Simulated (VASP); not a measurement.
Write the native input for VASP 6.6.1 that does the following.

```yaml
Task: relaxation of cell and atoms
Functional: PBE
Potentials_or_basis: VASP PAW PBE potentials, release 64 (Rh_pv)
Cutoff: 520 eV
k_mesh: 18 × 18 × 18
Occupations: methfessel-paxton, width 0.2 eV
Spin: no spin polarisation
Further_INCAR_settings: ALGO = Fast; EDIFF = 1e-07; IBRION = 2; EDIFFG = -0.002; NSW = 80; ISIF = 3
```

The structure of Rh lies in POSCAR:

```
Rh                                      
1.0
    0.0000000000      1.9149614740      1.9149614740
    1.9149614740      0.0000000000      1.9149614740
    1.9149614740      1.9149614740     -0.0000000000
  Rh            
     1
Direct
     0.0000000000000000    0.0000000000000000    0.0000000000000000
```

The input as run:

INCAR

```
SYSTEM = Rh
  PREC = Accurate
  ENCUT = 520
  EDIFF = 1E-7
  ISMEAR = 1
  SIGMA = 0.2
  LREAL = .FALSE.
  LASPH = .TRUE.
  NELM = 80
  ALGO = Fast
  ISIF = 3
  LWAVE = .FALSE.
  LCHARG = .FALSE.
  GGA = PE
  IBRION = 2
  NSW = 80
  EDIFFG = -0.002
```

KPOINTS

```
Automatic mesh
0
G
  18 18 18
  0 0 0
```

Potentials or basis: VASP PAW PBE potentials, release 64 (Rh_pv).

The run is started by

```console
$ cat potpaw_PBE.64/Rh_pv/POTCAR > POTCAR
$ mpirun -np 1 vasp_std > vasp.out
```

Results of the run:

```json
{"Relaxed volume": "14.04 Å³/atom", "Relaxed cell": "a = 2.708 Å, b = 2.708 Å, c = 2.708 Å, α = 60.00°, β = 60.00°, γ = 60.00°", "Space group after relaxing (to 0.05 Å)": "Fm-3m (No. 225)", "Energy gained by relaxing": "0.0 meV/atom", "Ionic steps": "3", "Pressure after relaxing": "0.0 GPa", "Band gap on the k mesh": "none (metal or under the smearing width)"}
```

It took 34 s on 1 thread of Intel(R) Xeon(R) Platinum 8375C CPU @ 2.90GHz (Ice Lake), on a shared host, peak memory 0.14 GiB.
